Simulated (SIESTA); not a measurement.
Crystal: PbSe (Clausthalite).

```
CELL_PARAMETERS angstrom
0.00000 3.06065 3.06065
3.06065 0.00000 3.06065
3.06065 3.06065 0.00000
ATOMIC_POSITIONS crystal
Pb 0.00000 0.00000 0.00000
Se 0.50000 0.50000 0.50000
```

Base run:

- Program: SIESTA 5.4.2
- Functional: vdW-DF-cx
- Potentials or basis: PseudoDojo 0.4 standard (PBE files)
- Basis: DZP (energy shift 0.003 Ry; two zetas on semicore shells)
- Grid cutoff: 500 Ry
- Energy shift: 0.003 Ry
- k mesh: 8 × 8 × 8
- Occupations: fermi-dirac, width 0.05 eV
- Spin: no spin polarisation

Its results: band gap on the k mesh 0.35 eV, direct; pressure 1.6 GPa.

Task: The run is repeated on the same cell with these changes: functional from vdW-DF-cx to PBEsol; potentials or basis from PseudoDojo 0.4 standard (PBE files) to PseudoDojo 0.4 standard (PBEsol files). What comes out?

Result: Band gap on the k mesh 0.29 eV, direct; pressure 0.9 GPa.

Caveats: spin-orbit coupling is left out, which as a rule narrows the gap of such compounds by several tenths of an eV; the basis of atomic orbitals isn't converged, which shifts pressures, moduli and gaps; the potentials were made for another functional, which shifts forces and pressure (some runs).

Not every run made on this cell is shown here.
